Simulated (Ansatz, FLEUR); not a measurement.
## AlNi3: programs and potentials compared

```
Ni Al
1.0
     0.00000    2.80189    2.80189
     2.80189    0.00000    2.80189
     2.80189    2.80189    0.00000
Ni Al
3 1
Direct
  0.75000 0.75000 0.75000
  0.00000 0.00000 0.00000
  0.25000 0.25000 0.25000
  0.50000 0.50000 0.50000
```

The cell comes from a database or a generator and needn't be the stable form of this composition.

Alike in all runs: task band structure; functional PBEsol; k mesh 8 × 8 × 8; occupations fermi-dirac, width 0.05 eV; collinear spin, ferromagnetic start; no spin-orbit coupling. Pressure is positive in compression and, in plane waves, holds the error of the finite cutoff, which Ansatz's Pulay term estimates and takes out.

```csv
program and potentials,plane-wave cutoff (eV),notes,band gap (eV),pressure (GPa),net moment per atom (μB)
"FLEUR, all-electron, FLAPW",-,-,no gap,-,0.00
"Ansatz, all-electron LAPW, scalar-relativistic",-,-,no gap,-0.76,0.00
"Ansatz, PAW datasets made for the crystal",340,-,no gap,-0.76,0.00
```

None finds a gap. The runs that give it agree on the pressure. All agree on the net moment per atom. The state is the one that the start led to, which needn't be the lowest.

The functional is the same throughout but for its coding, so the spread measures potentials, basis and numerics; runs on potential files found faulty are left out.

All three calculations describe a nonmagnetic metal, and the ferromagnetic start collapses in each. The coordinates give the bcc-derived Fe3Al-type ordering, not the fcc-derived Cu3Au-type ordering of the familiar Ni3Al phase, so the vanishing moment doesn't contradict that phase's weak itinerant ferromagnetism. Hybridization of Ni d with Al s and p states broadens the d bands and fills more of the Ni d states than in elemental nickel. This probably lowers the density of states at the Fermi level enough that exchange no longer pays for spin splitting. Metallicity follows naturally from the overlapping d and sp bands.

The pressure of -0.76 GPa means that the cell is slightly larger than this functional prefers for this ordering. Its agreement between LAPW and PAW suggests that the datasets reproduce the all-electron volume dependence near this geometry, though both values come from one program. Whether a moment would emerge on modest expansion, as is plausible for a nickel-rich compound near a Stoner instability, can't be judged from a single volume.
